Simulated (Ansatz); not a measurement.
Wanted: the native input for an Ansatz 0.2.0 run.

```yaml
Task: relaxation of cell and atoms
Functional: PBEsol
Potentials_or_basis: all-electron LAPW, scalar-relativistic
Basis_error_allowed: 0.002 eV/atom
k_mesh: 8 × 8 × 8
Occupations: fermi-dirac, width 0.05 eV
Spin: collinear spin, ferromagnetic start
Starting_moments: "[1.0, 1.0, 1.0, 0.0] μB"
Target_pressure: 5 GPa
```

Crystal: SiNi3.

```
CELL_PARAMETERS angstrom
3.54200 0.00000 0.00000
0.00000 3.54200 0.00000
0.00000 0.00000 3.54200
ATOMIC_POSITIONS crystal
Ni 0.50000 0.50000 0.00000
Ni 0.50000 0.00000 0.50000
Ni 0.00000 0.50000 0.50000
Si 0.00000 0.00000 0.00000
```

These files were run (other wordings do the same):

input.yaml

```yaml
crystal:
  lattice:
    - [3.542, 0.0, 0.0]
    - [0.0, 3.542, 0.0]
    - [0.0, 0.0, 3.542]
  atoms:
    - { symbol: Ni, position: [0.5, 0.5, 0.0], spin: 1.0 }
    - { symbol: Ni, position: [0.5, 0.0, 0.5], spin: 1.0 }
    - { symbol: Ni, position: [0.0, 0.5, 0.5], spin: 1.0 }
    - { symbol: Si, position: [0.0, 0.0, 0.0] }
kpoints:
  mp_grid: { grid: [8, 8, 8] }
scf:
  occupations: { method: fermi_dirac, width: 0.05 }
hamiltonian:
  xc: pbesol
  pseudopotentials: { kind: all_electron, lapw: { basis_error: 0.002 } }
magnetization:
  spin_polarized: true
output:
  forces: true
  stress: true
relax:
  f_tol: 0.01
  max_steps: 60
  cell: { p_target: 5 }
```

Potentials or basis: all-electron LAPW, scalar-relativistic.

The run is started by

```console
$ ansatz run input.yaml --threads 4 --pin off --max-ram 12288MiB --backend cpu --events-out ev --progress --plain --runs-dir out
```

It gave:

```yaml
Relaxed_volume: 10.16 Å³/atom
Relaxed_cell: a = 3.438 Å, b = 3.438 Å, c = 3.438 Å, α = 90.00°, β = 90.00°, γ = 90.00°
Space_group_after_relaxing_to_0.05_Å: Pm-3m (No. 221)
Energy_change_on_relaxing_the_enthalpy_is_what_falls: -32.0 meV/atom
Ionic_steps: 6
Pressure_after_relaxing: 5.0 GPa
Net_moment: 0.00 μB per cell
Absolute_moment: 0.00 μB per cell
```

Caveat: the starting moments weren't kept.

It took 33 s on 4 threads of Intel(R) Xeon(R) 6975P-C (Granite Rapids) (shared host), peak memory 0.76 GiB.
